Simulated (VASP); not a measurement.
# HfSi2 (Cmcm) in VASP: further runs

Aim: see how the results for HfSi2 move with the level of theory and the settings. Levels: PBEsol, LDA. Tasks: relaxation of cell and atoms.

All numbers are computed with VASP 6.6.1; they aren't measurements. Logs are shortened: lines on timing, memory, paths and dates and some standing lists are left out, and cuts for length are marked.

## Step 1: The structure

The structure is orthorhombic, space group Cmcm (No. 63). Conventional cell: a = 3.647 Å, b = 14.592 Å, c = 3.649 Å, α = 90.00°, β = 90.00°, γ = 90.00°. Hf (site symmetry m2m) is surrounded by 10 Si at 2.69 to 2.95 Å. Si (site symmetry m2m) has 4 Si at 2.58 Å and 4 Hf at 2.78 to 2.79 Å as nearest neighbours. Si (site symmetry m2m) is surrounded by 2 Si at 2.39 Å and 4 Hf at 2.69 Å.

The cell is a database's computed one.

## Step 2: Relaxation of cell and atoms, PBEsol

Contents of INCAR:

```
  PREC = Accurate
  ENCUT = 600
  EDIFF = 1E-7
  ISMEAR = 0
  SIGMA = 0.1
  LREAL = F
  LASPH = T
  NELM = 60
  ALGO = Normal
  ISIF = 3
  LWAVE = F
  LCHARG = F
  GGA = PS
  IBRION = 2
  NSW = 90
  EDIFFG = -0.005
```

Contents of KPOINTS:

```
Automatic mesh
0
Gamma
  10 10 10
```

Contents of POSCAR:

```
HfSi2
1.0
    1.8233878400     -7.2959444800      0.0000000000
    1.8233878400      7.2959444800      0.0000000000
    0.0000000000      0.0000000000      3.6486058400
Hf Si
2 4
Direct
    0.8942634500      0.1057365500      0.2500000000
    0.1057365500      0.8942634500      0.7500000000
    0.2502079700      0.7497920300      0.2500000000
    0.7497920300      0.2502079700      0.7500000000
    0.4471721000      0.5528279000      0.7500000000
    0.5528279000      0.4471721000      0.2500000000
```

Potentials or basis: VASP PAW PBE potentials, release 64 (Hf_pv, Si).

Run with:

```console
$ cat potpaw_PBE.64/Hf_pv/POTCAR potpaw_PBE.64/Si/POTCAR > POTCAR
$ mpirun -np 1 vasp_std > vasp.out
```

OUTCAR:

```text
PREC = Accurate
   ENCUT = 600
   EDIFF = 1E-7
   ISMEAR = 0
   LREAL = F
   LASPH = T
   NELM = 60
   ISIF = 3
   GGA = PS
   IBRION = 2
   NSW = 90
   EDIFFG = -0.005

 ion  position               nearest neighbor table
   1  0.894  0.106  0.250-   5 2.69   5 2.69   5 2.69   5 2.69   3 2.78   3 2.78   4 2.79   4 2.79
                             6 2.95   6 2.95   2 3.58   2 3.58
   2  0.106  0.894  0.750-   6 2.69   6 2.69   6 2.69   6 2.69   4 2.78   4 2.78   3 2.79   3 2.79
                             5 2.95   5 2.95   1 3.58   1 3.58
   3  0.250  0.750  0.250-   4 2.58   4 2.58   4 2.58   4 2.58   1 2.78   1 2.78   2 2.79   2 2.79

   4  0.750  0.250  0.750-   3 2.58   3 2.58   3 2.58   3 2.58   2 2.78   2 2.78   1 2.79   1 2.79

   5  0.447  0.553  0.750-   6 2.39   6 2.39   1 2.69   1 2.69   1 2.69   1 2.69   2 2.95   2 2.95

   6  0.553  0.447  0.250-   5 2.39   5 2.39   2 2.69   2 2.69   2 2.69   2 2.69   1 2.95   1 2.95

  LATTYP: Found a base centered orthorhombic cell.
 ALAT       =     3.6467756800
 B/A-ratio  =     4.0013124580
 C/A-ratio  =     1.0005018570

  Lattice vectors:

 A1 = (   1.8233878400,  -7.2959444800,   0.0000000000)
 A2 = (   1.8233878400,   7.2959444800,   0.0000000000)
 A3 = (   0.0000000000,   0.0000000000,   3.6486058400)

Analysis of symmetry for initial positions (statically):
=====================================================================
 Subroutine PRICEL returns:
 Original cell was already a primitive cell.

 Routine SETGRP: Setting up the symmetry group for a
 base centered orthorhombic supercell.

 Subroutine GETGRP returns: Found  8 space group operations
 (whereof  4 operations were pure point group operations)
 out of a pool of  8 trial point group operations.

The static configuration has the point symmetry C_2h.
 The point group associated with its full space group is D_2h.

Analysis of symmetry for dynamics (positions and initial velocities):
=====================================================================
 Subroutine PRICEL returns:
 Original cell was already a primitive cell.

 Routine SETGRP: Setting up the symmetry group for a
 base centered orthorhombic supercell.

 Subroutine GETGRP returns: Found  8 space group operations
 (whereof  4 operations were pure point group operations)
 out of a pool of  8 trial point group operations.

The dynamic configuration has the point symmetry C_2h.
 The point group associated with its full space group is D_2h.

 Subroutine INISYM returns: Found  8 space group operations
 (whereof  4 operations are pure point group operations),
 and found     1 'primitive' translations

----------------------------------------------------------------------------------------

                                     Primitive cell

  volume of cell :      97.0773

  direct lattice vectors                    reciprocal lattice vectors
     1.823387840 -7.295944480  0.000000000     0.274214837 -0.068531223  0.000000000
     1.823387840  7.295944480  0.000000000     0.274214837  0.068531223  0.000000000
     0.000000000  0.000000000  3.648605840     0.000000000  0.000000000  0.274077290

  length of vectors
     7.520342351  7.520342351  3.648605840     0.282648732  0.282648732  0.274077290

  position of ions in fractional coordinates (direct lattice)
     0.894263450  0.105736550  0.250000000
     0.105736550  0.894263450  0.750000000
     0.250207970  0.749792030  0.250000000
     0.749792030  0.250207970  0.750000000
     0.447172100  0.552827900  0.750000000
     0.552827900  0.447172100  0.250000000

  ion indices of the primitive-cell ions
   primitive index   ion index
                 1           1
                 2           2
                 3           3
                 4           4
                 5           5
                 6           6

----------------------------------------------------------------------------------------

 KPOINTS: Automatic mesh

Automatic generation of k-mesh.
 Grid dimensions read from file:
 generate k-points for:   10   10   10

 Generating k-lattice:

  Cartesian coordinates                     Fractional coordinates (reciprocal lattice)
     0.027421484 -0.006853122  0.000000000     0.100000000 -0.000000000  0.000000000
     0.027421484  0.006853122  0.000000000    -0.000000000  0.100000000  0.000000000
     0.000000000  0.000000000  0.027407729     0.000000000  0.000000000  0.100000000

  Length of vectors
     0.028264873  0.028264873  0.027407729

  Shift w.r.t. Gamma in fractional coordinates (k-lattice)
     0.000000000  0.000000000  0.000000000

 Subroutine IBZKPT returns following result:
 ===========================================

 Found    186 irreducible k-points:

 Following reciprocal coordinates:
            Coordinates               Weight
  0.000000  0.000000  0.000000      1.000000
  0.100000 -0.000000  0.000000      4.000000
  0.200000 -0.000000  0.000000      4.000000
  0.300000  0.000000  0.000000      4.000000
  0.400000  0.000000  0.000000      4.000000
  0.500000 -0.000000  0.000000      2.000000
[... 16 lines left out ...]
  0.300000  0.300000  0.000000      2.000000
  0.400000  0.300000  0.000000      4.000000
 [... further k-points ...]
   k-points           NKPTS =    186   k-points in BZ     NKDIM =    186   number of bands    NBANDS=     22
   number of dos      NEDOS =    301   number of ions     NIONS =      6
   total plane-waves  NPLWV = 108000
   dimension x,y,z NGX =    60 NGY =   60 NGZ =   30
   dimension x,y,z NGXF=   120 NGYF=  120 NGZF=   60
   ions per type =               2   4
   NGX,Y,Z   is equivalent  to a cutoff of  13.26, 13.26, 13.67 a.u.
   NGXF,Y,Z  is equivalent  to a cutoff of  26.53, 26.53, 27.34 a.u.
 SYSTEM =  unknown system
   PREC   = accura    normal or accurate (medium, high low for compatibility)
   ISTART =      0    job   : 0-new  1-cont  2-samecut
   ICHARG =      2    charge: 1-file 2-atom 10-const
   ISPIN  =      1    spin polarized calculation?
   LNONCOLLINEAR =      F non collinear calculations
   LSORBIT =      F    spin-orbit coupling
   LASPH  =      T    aspherical Exc in radial PAW
   ENCUT  =  600.0 eV  44.10 Ry    6.64 a.u.  15.02 15.02  7.29*2*pi/ulx,y,z
   NELM   =     60;   NELMIN=  2; NELMDL= -5     # of ELM steps
   EDIFF  = 0.1E-06   stopping-criterion for ELM
   LREAL  =      F    real-space projection
   EDIFFG = -.5E-02   stopping-criterion for IOM
   NSW    =     90    number of steps for IOM
   IBRION =      2    ionic relax: 0-MD 1-quasi-New 2-CG
   NFREE  =      1    steps in history (QN), initial steepest desc. (CG)
   ISIF   =      3    stress and relaxation
   ISYM   =      2    0-nonsym 1-usesym 2-fastsym
   POTIM  = 0.5000    time-step for ionic-motion
   TEBEG  =    0.0;   TEEND  =   0.0 temperature during run
   PSTRESS=    0.0 pullay stress
   NELECT =      36.0000    total number of electrons
   NUPDOWN=      -1.0000    fix difference up-down
   EMIN   =  10.00;   EMAX   =-10.00  energy-range for DOS
   EFERMI =   0.00;   METHOD = LEGACY
   ISMEAR =     0;   SIGMA  =   0.10  broadening in eV -4-tet -1-fermi 0-gaus
   EFERMI_NEDOS =   21; number of points for ismear=-14 and -15
   IALGO  =     38    algorithm
   IMIX   =      4    mixing-type and parameters
     AMIX     =   0.40;   BMIX     =  1.00
     AMIX_MAG =   1.60;   BMIX_MAG =  1.00
  volume/ion in A,a.u.               =      16.18       109.18
  Fermi-wavevector in a.u.,A,eV,Ry     =   1.176169  2.222638 18.821948  1.383374
  Thomas-Fermi vector in A             =   2.312538
   LORBIT       =      0    0 simple, 1 ext, 2 COOP (PROOUT), +10 PAW based schemes
   GGA     = PS    functional components
   LHFCALC =     F    Hartree Fock is set to
   AEXX    =    0.0000 exact exchange contribution
   IVDW    =     0    specifies the selected vdW correction
   LEPSILON=     F    determine dielectric tensor
   LRPA    =     F    only Hartree local field effects (RPA)
 conjugate gradient relaxation of ions
 non-spin polarized calculation
 Gauss-broadening in eV      SIGMA  =   0.10
  energy-cutoff  :      600.00
  volume of cell :       97.08
 maximum number of plane-waves:      3273
   NGX = 31   NGY = 31   NGZ = 15

--------------------------------------- Ionic step        1  -------------------------------------------

 number of electron      35.9999999 magnetization

 Free energy of the ion-electron system (eV)
  ---------------------------------------------------
  ext. energy  EPLUGINS =         0.00000000
  ---------------------------------------------------
  free energy    TOTEN  =       -47.96339273 eV

  energy without entropy =      -47.95658980  energy(sigma->0) =      -47.95999127

------------------------ aborting loop because EDIFF is reached ----------------------------------------

  FORCE on cell =-STRESS in cart. coord.  units (eV):
  Direction    XX          YY          ZZ          XY          YZ          ZX
  --------------------------------------------------------------------------------------
  -------------------------------------------------------------------------------------
  Total       -0.9267186     -1.5068715     -1.1236691      0.0000000     -0.0000000      0.0000000
  in kB      -15.2946994    -24.8696276    -18.5451994      0.0000000     -0.0000000      0.0000000
  external PRESSURE =     -19.5698421 kB  Pullay stress =       0.0000000 kB
[... 101 lines left out ...]
  FREE ENERGIE OF THE ION-ELECTRON SYSTEM (eV)
  ---------------------------------------------------
  free  energy   TOTEN  =       -47.9753256626 eV

  energy  without entropy=      -47.9684525278  energy(sigma->0) =      -47.97188910

[... ionic steps 4 to 8 ...]

--------------------------------------- Ionic step        9  -------------------------------------------

 number of electron      36.0000001 magnetization

------------------------ aborting loop because EDIFF is reached ----------------------------------------
[... 75 lines left out ...]
--------------------------------------- Ionic step       11  -------------------------------------------

 number of electron      36.0000001 magnetization

 Free energy of the ion-electron system (eV)
  ---------------------------------------------------
  ext. energy  EPLUGINS =         0.00000000
  ---------------------------------------------------
  free energy    TOTEN  =       -47.98462671 eV

  energy without entropy =      -47.97804854  energy(sigma->0) =      -47.98133763

 E-fermi :   8.5314     XC(G=0): -11.5801

 val. band max:        8.5274513450   @ k =   0.5000   0.1000   0.0000
 cond. band min:       8.5322131085   @ k =   0.5000   0.2000   0.1000
 fundamental gap:      0.0047617635
 Fermi energy:         8.5313707473

 k-point     1 :       0.0000    0.0000    0.0000
  band No.  band energies     occupation
      1     -22.1534      2.00000
      2     -22.0562      2.00000
      3     -22.0367      2.00000
      4     -22.0154      2.00000
      5     -22.0108      2.00000
      6     -21.9788      2.00000
[... 589 lines left out ...]
     21       9.4946      0.00000
     22      10.4638      0.00000

 [... further k-points ...]
[... 5 lines left out ...]
  --------------------------------------------------------------------------------------
  -------------------------------------------------------------------------------------
  Total        0.0061455      0.0027907      0.0083539      0.0000000      0.0000000      0.0000000
  in kB        0.1032390      0.0468820      0.1403373      0.0000000      0.0000000      0.0000000
  external PRESSURE =       0.0968194 kB  Pullay stress =       0.0000000 kB
[... 21 lines left out ...]
  FREE ENERGIE OF THE ION-ELECTRON SYSTEM (eV)
  ---------------------------------------------------
  free  energy   TOTEN  =       -47.9846267113 eV

  energy  without entropy=      -47.9780485409  energy(sigma->0) =      -47.98133763

 reached required accuracy - stopping structural energy minimisation
```

It took 43 min on 1 thread of Intel Xeon Platinum 8488C (Sapphire Rapids), shared host; peak memory 0.65 GiB.

Results:

```
Free energy                            : -47.9846 eV
Relaxed volume                         : 15.90 Å³/atom
Relaxed cell                           : a = 7.408 Å, b = 7.408 Å, c = 3.637 Å, α = 90.00°, β = 90.00°, γ = 151.46°
Space group after relaxing (to 0.05 Å) : Cmcm (No. 63)
Energy gained by relaxing              : 3.5 meV/atom
Ionic steps                            : 11
Pressure after relaxing                : 0.0 GPa
Band gap on the k mesh                 : none (metal or under the smearing width)
```

Step by step:
| step | energy change (eV) | largest force (eV/Å) | pressure (GPa) | volume (Å³) |
| --- | --- | --- | --- | --- |
| 1 | 0.0000 | 0.2163 | -1.96 | 97.08 |
| 2 | -0.0060 | 0.1947 | 2.10 | 94.33 |
| 3 | -0.0119 | 0.2033 | 0.38 | 95.45 |
| 4 | -0.0180 | 0.1096 | 0.23 | 95.41 |
| 5 | -0.0210 | 0.0239 | 0.02 | 95.35 |
| 6 | -0.0210 | 0.0145 | 0.04 | 95.35 |
| 7 | -0.0212 | 0.0105 | -0.05 | 95.41 |
| 8 | -0.0212 | 0.0103 | -0.04 | 95.41 |
| 9 | -0.0212 | 0.0057 | 0.06 | 95.34 |
| 10 | -0.0212 | 0.0072 | 0.02 | 95.36 |
| 11 | -0.0212 | 0.0016 | 0.01 | 95.37 |

Final structure:
```
CELL_PARAMETERS angstrom
1.82619 -7.17909 0.00000
1.82619 7.17909 0.00000
0.00000 0.00000 3.63731
ATOMIC_POSITIONS crystal
Hf 0.89533 0.10467 0.25000
Hf 0.10467 0.89533 0.75000
Si 0.25020 0.74980 0.25000
Si 0.74980 0.25020 0.75000
Si 0.44496 0.55504 0.75000
Si 0.55504 0.44496 0.25000
```

Levels at points of the mesh, in eV from the Fermi level:
| k point | band 15 | band 16 | band 17 | band 18 | band 19 | band 20 | band 21 | band 22 |
| --- | --- | --- | --- | --- | --- | --- | --- | --- |
| (0.00, 0.00, 0.00) | -2.58 | -2.56 | -2.54 | 0.01 | 1.15 | 1.28 | 1.72 | 1.87 |
| (0.50, 0.00, 0.00) | -1.90 | -1.69 | -0.89 | -0.54 | -0.48 | 0.88 | 0.91 | 2.13 |
| (0.50, 0.50, 0.00) | -2.89 | -2.11 | -1.61 | 0.45 | 1.16 | 1.34 | 1.48 | 2.06 |
| (0.00, 0.00, 0.50) | -2.03 | -2.03 | -0.06 | -0.06 | 0.22 | 0.22 | 1.69 | 1.69 |
| (0.50, 0.00, 0.50) | -3.48 | -3.48 | -2.48 | -2.48 | 2.01 | 2.01 | 2.79 | 2.79 |
| (0.50, 0.50, 0.50) | -2.38 | -2.38 | -0.99 | -0.99 | 0.09 | 0.09 | 2.48 | 2.48 |

Caveat: the PAW data sets were made with another functional, which shifts forces and pressure a little. The run has no spin-orbit coupling, so splittings on Hf are missing.

## Step 3: Relaxation of cell and atoms, LDA

Edit INCAR of step 2 so:

```diff
@@ -12,3 +12,2 @@
   LCHARG = F
-  GGA = PS
   IBRION = 2
```

KPOINTS is that of step 2.

POSCAR is that of step 2.

Potentials or basis: VASP PAW LDA potentials, release 64 (Hf_pv, Si).

Run with:

```console
$ cat potpaw_LDA.64/Hf_pv/POTCAR potpaw_LDA.64/Si/POTCAR > POTCAR
$ mpirun -np 1 vasp_std > vasp.out
```

It took 45 min on 1 thread of Intel Xeon Platinum 8488C (Sapphire Rapids), shared host; peak memory 0.6 GiB.

The run converged. Its results:

```
Free energy                            : -49.2723 eV
Relaxed volume                         : 15.58 Å³/atom
Relaxed cell                           : a = 7.363 Å, b = 7.363 Å, c = 3.614 Å, α = 90.00°, β = 90.00°, γ = 151.50°
Space group after relaxing (to 0.05 Å) : Cmcm (No. 63)
Energy gained by relaxing              : 10.3 meV/atom
Ionic steps                            : 11
Pressure after relaxing                : 0.0 GPa
Largest force after relaxing           : 0.005 eV/Å
Band gap on the k mesh                 : none (metal or under the smearing width)
```

Forces in eV/Å, atoms in the order of the input:
```
Hf   0.000  0.001  0.000
Hf   0.000 -0.001  0.000
Si   0.000 -0.005  0.000
Si   0.000  0.005  0.000
Si   0.000  0.001  0.000
Si   0.000 -0.001  0.000
```

Step by step:
```csv
step,energy change (eV),largest force (eV/Å),pressure (GPa),volume (Å³)
1,0.0000,0.1551,-4.84,97.08
2,0.0091,0.2698,6.14,90.37
3,-0.0523,0.2065,0.06,93.78
4,-0.0523,0.2077,0.16,93.71
5,-0.0581,0.1245,0.14,93.60
6,-0.0616,0.0075,0.13,93.41
7,-0.0620,0.0114,-0.18,93.60
8,-0.0620,0.0079,-0.12,93.56
9,-0.0620,0.0097,0.14,93.41
10,-0.0621,0.0088,0.01,93.48
11,-0.0621,0.0047,0.00,93.49
```

Final structure:
```
Hf Si
1.0
     1.81236   -7.13601    0.00000
     1.81236    7.13601    0.00000
     0.00000    0.00000    3.61423
Hf Si
2 4
Cartesian
  1.8124 -5.6416 0.9036
  1.8124 5.6416 2.7107
  1.8124 3.5659 0.9036
  1.8124 -3.5659 2.7107
  1.8124 0.7829 2.7107
  1.8124 -0.7829 0.9036
```

Levels at points of the mesh, in eV from the Fermi level:
```csv
k point,band 16,band 17,band 18,band 19,band 20,band 21
"(0.00, 0.00, 0.00)",-2.54,-2.53,0.06,1.19,1.27,1.71
"(0.50, 0.00, 0.00)",-1.72,-0.92,-0.55,-0.51,0.94,0.95
"(0.50, 0.50, 0.00)",-2.06,-1.63,0.50,1.16,1.35,1.51
"(0.00, 0.00, 0.50)",-2.07,-0.06,-0.06,0.24,0.24,1.72
"(0.50, 0.00, 0.50)",-3.46,-2.46,-2.46,2.10,2.10,2.90
"(0.50, 0.50, 0.50)",-2.40,-1.00,-1.00,0.10,0.10,2.52
```

The run has no spin-orbit coupling, so splittings on Hf are missing.
